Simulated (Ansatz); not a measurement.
# SiMo3: the cost of one run

Computed with Ansatz 0.2.0 (DFT PBE, scalar-relativistic, plane waves, PAW, unless a step's input says otherwise).

1 further run of the same task is left out (it didn't finish). Runs told in other sessions of the task aren't counted.

### Step 1. The starting structure

The structure is trigonal, space group R-3m (No. 166). The conventional cell has a = 4.988 Å, b = 4.988 Å, c = 9.726 Å, α = 90.00°, β = 90.00°, γ = 120.00°. Around Si (site symmetry -3m) lie 6 Mo at 2.17 Å. Around Mo (site symmetry 2/m) lie 2 Si at 2.17 Å.

Coordinates:

```
CELL_PARAMETERS angstrom
2.49380 1.43979 3.24215
-2.49380 1.43979 3.24215
0.00000 -2.87959 3.24215
ATOMIC_POSITIONS crystal
Si 0.00000 0.00000 0.00000
Mo 0.00000 0.00000 0.50000
Mo 0.50000 0.00000 0.00000
Mo 0.00000 0.50000 0.00000
```

Recipe of the guess: random cell by space group and Wyckoff sites (R-3m, No. 166). The dimensions are guesses.

### Step 2. The guess as it stands, on a coarse mesh

input.yaml

```yaml
crystal:
  lattice:
    - [2.49379757, 1.4397947, 3.24214792]
    - [-2.49379757, 1.4397947, 3.24214792]
    - [0.0, -2.87958939, 3.24214792]
  atoms:
    - { symbol: Si, position: [0.0, 0.0, 0.0] }
    - { symbol: Mo, position: [0.0, 0.0, 0.5] }
    - { symbol: Mo, position: [0.5, 0.0, 0.0] }
    - { symbol: Mo, position: [0.0, 0.5, 0.0] }
basis:
  ecutwfc: 420
kpoints:
  mp_grid: { grid: [6, 6, 6] }
hamiltonian:
  xc: pbe
scf:
  occupations: { method: gaussian, width: 0.1 }
  lower_state_search: "off"
output:
  forces: true
  stress: true
  eigenvalues: true
```

Started as:

```sh
> ansatz run input.yaml --threads 1 --pin off --max-ram 2560MiB --backend cpu --events-out ev --progress --plain --runs-dir out
```

What time and memory should one allow on 1 thread of Arm Neoverse V1, shared host?

About 3.9 s, with a peak of 0.34 GiB.
